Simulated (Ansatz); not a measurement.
# Compressing BeSe: a fit and a missing row

BeSe, F-43m, a = 5.178 Å. Ansatz: PBE, PAW, 420 eV, Γ-centred 8×8×8 mesh on 2 atoms, Gaussian smearing 0.02 eV; no spin polarisation. Symmetry fixes shape and atoms, so the cell is only scaled; pressure is positive in compression.

```
V (Å³/atom) P (GPa)
     15.268        ?
     15.789     8.52
     16.310     5.25
     16.830     2.44
     17.351     0.01
     17.871    -2.09
     18.392    -3.90
     19.086    -5.94
```

Take V0 = 17.351 Å³/atom, count pressures from its P0 = 0.01 GPa, fit the third-order Birch–Murnaghan form to the other rows, and predict the missing pressure.

With the Eulerian strain f = ½[(V0/V)^(2/3) − 1] and y = (P − P0)/[3f(1 + 2f)^(5/2)], the form is the line y = B0 + 1.5 B0 (B0′ − 4) f. Rows (f, y): 0.03246, 74.7; 0.02106, 74.8; 0.01027, 75.0; -0.00975, 75.4; -0.01905, 75.4; -0.03078, 75.5. Means f = 0.0007017, y = 75.133; Σ(Δf)² = 0.003005, ΣΔfΔy = -0.04142; the slope is their ratio. y = 75.14 − 13.78 f GPa, so B0 = 75.1 GPa and B0′ = 4 + 2 × (-13.78)/(3 × 75.14) = 3.88. At V = 15.268, f = 0.04450, y = 74.53 and P = 12.32 GPa. The run gave 12.32 GPa, the same to the digits shown.